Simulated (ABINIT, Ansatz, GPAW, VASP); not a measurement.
# Al2Pt: 4 runs at one level of theory

```
Pt Al
1.0
     0.00000    2.95500    2.95500
     2.95500    0.00000    2.95500
     2.95500    2.95500    0.00000
Pt Al
1 2
Direct
  0.00000 0.00000 0.00000
  0.75000 0.75000 0.75000
  0.25000 0.25000 0.25000
```

Alike in all runs: task single point; functional PBEsol; k mesh 8 × 8 × 8; occupations fermi-dirac, width 0.05 eV; no spin polarisation; no spin-orbit coupling. Pressure is positive in compression and, in plane waves, holds the error of the finite cutoff.

```
                           program and potentials  plane-wave cutoff (eV)                                                               notes  band gap (eV)  pressure (GPa)
  ABINIT, PseudoDojo NC SR PBEsol v0.4.1 standard                    1143                              8 valence electrons an atom on average         no gap           -1.02
               VASP, PBE PAW files Al, Pt, 520 eV                     520  potentials made for PBE; 5.33 valence electrons an atom on average         no gap           -0.99
GPAW, PAW data sets generated for this functional                     600                           7.33 valence electrons an atom on average         no gap           -0.48
   Ansatz, all-electron LAPW, scalar-relativistic                       -                                                                   -         no gap           -0.93
```

None finds a gap. The pressure spans -1.02 (ABINIT, PseudoDojo NC SR PBEsol v0.4.1 standard) to -0.48 GPa (GPAW, PAW data sets generated for this functional), with all-electron results at -0.93.

The functional is the same throughout but for its coding, so the spread measures potentials, basis and numerics; runs on potential files found faulty are left out.
